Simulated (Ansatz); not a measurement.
input.yaml

```yaml
crystal:
  lattice:
    - [2.4699988104, 0.0, 0.0]
    - [-1.2349994052, 2.1390817171, 0.0]
    - [0.0, 0.0, 6.79]
  atoms:
    - { symbol: C, position: [0.0, 0.0, 0.0] }
    - { symbol: C, position: [0.0, 0.0, 0.5] }
    - { symbol: C, position: [0.3333333333, 0.6666666667, 0.005] }
    - { symbol: C, position: [0.6666666667, 0.3333333333, 0.505] }
basis:
  ecutwfc: 420
kpoints:
  mp_grid: { grid: [9, 9, 4] }
hamiltonian:
  xc: pbe
  dispersion: d3bj
scf:
  occupations: { method: gaussian, width: 0.1 }
output:
  forces: true
  stress: true
  eigenvalues: true
```

Launched with
```bash
ansatz run input.yaml --threads 1 --pin off --max-ram 2560MiB --backend cpu --events-out ev --progress --plain --runs-dir out
```

Computed with DFT PBE+D3(BJ), scalar-relativistic, plane waves, PAW (Ansatz).

Abridged output (iterations and final results):

```
SCF iter   1: F=—  HF=-1004.301119 eV  |F-HF|=—  |Δ(HF+E_count)|=         —  Δρ=2.65e-3  dr2=2.16e-3  ethr=1.77e-3  ⟨swp⟩=5.3  Hψ=2344  notcnv=0
SCF iter   2: F=—  HF=-1004.301585 eV  |F-HF|=—  |Δ(HF+E_count)|=   4.66e-4  Δρ=1.61e-3  dr2=9.72e-4  ethr=1.35e-5  ⟨swp⟩=1.8  Hψ=876  notcnv=0
SCF iter   3: F=—  HF=-1004.301510 eV  |F-HF|=—  |Δ(HF+E_count)|=   7.51e-5  Δρ=2.86e-4  dr2=1.11e-5  ethr=6.08e-6  ⟨swp⟩=2.1  Hψ=720  notcnv=0
SCF iter   4: F=—  HF=-1004.301540 eV  |F-HF|=—  |Δ(HF+E_count)|=   2.97e-5  Δρ=3.57e-5  dr2=5.08e-7  ethr=6.92e-8  ⟨swp⟩=2.4  Hψ=704  notcnv=0
SCF iter   5: F=-1004.301540 eV  HF=-1004.301540 eV  |F-HF|=1.15e-8  |Δ(HF+E_count)|=   8.44e-8  Δρ=1.14e-5  dr2=2.56e-8  ethr=3.18e-9  ⟨swp⟩=2.4  Hψ=728  notcnv=0
SCF iter   6: F=-1004.301540 eV  HF=-1004.301540 eV  |F-HF|=2.49e-10  |Δ(HF+E_count)|=   4.34e-9  Δρ=2.22e-6  dr2=7.27e-10  ethr=1.60e-10  ⟨swp⟩=2.3  Hψ=1616  notcnv=0
SCF 1 converged in 6 iterations: F = -1004.301540 eV  dr2 = 7.27e-10
SCF converged after 6 iterations
Free energy (F): -1004.301540 eV
Harris-Foulkes:  -1004.301540 eV  (|F-HF|=2.49e-10)
Internal energy: -1004.298087 eV  (E = F + TS)
E sigma→0 (E₀):  -1004.299814 eV
Entropy (-TS):   -0.003452 eV (-0.863 meV/atom)
Fermi energy:    6.797522 eV
--- Per-component energies (eV) ---
  E_band       = -36.696774
  E_kinetic    = 362.969241
  E_local      = -621.296262  (includes V_loc(G=0)·N_el)
  E_nonlocal   = 109.040024
  E_hartree    = 188.622973
  E_xc         = -191.852942
  E_vxc        = -237.537245  (∫ρ·V_xc dr)
  E_paw        = -397.297976  (= ΣΔE_a)
  E_vpaw       = -27.118242  (= ΣTr[D̂ρ^β])
  E_aug_tail   = 0.000029  (compensation charges beyond the density's cutoff)
  E_ewald      = -453.866923
  E_disp       = -0.616250  (pairwise vdW)
  E_smearing   = -0.003452  (= −TS)
--- Forces (eV/Å), atoms counted from 1 ---
  atom   1  C      0.00000000     0.00000000     0.56724663
  atom   2  C      0.00000000     0.00000000     0.56724663
  atom   3  C      0.00000000     0.00000000    -0.56728530
  atom   4  C      0.00000000     0.00000000    -0.56728530
--- Stress (GPa, compression-positive) ---
       -2.451207       0.000000       0.000000
        0.000000      -2.451207       0.000000
        0.000000       0.000000      -0.572337
  P = ⅓ Tr σ = -1.8249 GPa (-18.249 kbar)
--- Band table (eV; the first three rows and the last of 36) ---
  k-point 0: bands = ["-12.7856", "-12.5108", "-1.6229", "0.2356", "3.7906", "3.7906", "3.8065", "3.8065", "10.9935", "15.1062", "15.1062", "15.1516"]
  k-point 1: bands = ["-12.7474", "-12.5533", "-1.3899", "-0.0894", "3.7929", "3.7929", "3.8040", "3.8040", "11.7086", "15.1116", "15.1116", "15.1449"]
  k-point 2: bands = ["-12.6524", "-12.6524", "-0.7830", "-0.7830", "3.7981", "3.7981", "3.7981", "3.7981", "13.5365", "13.5365", "15.1276", "15.1276"]
  k-point 35: bands = ["-5.7564", "-5.7564", "-5.7510", "-5.7510", "-3.6914", "-3.6914", "6.7957", "6.7957", "6.8125", "6.8125", "16.9670", "16.9670"]
```

The run converged.

It took 1.1 s on 1 thread of Arm Neoverse V2, with other jobs on the host, peak memory 0.27 GiB.

The k mesh is coarse.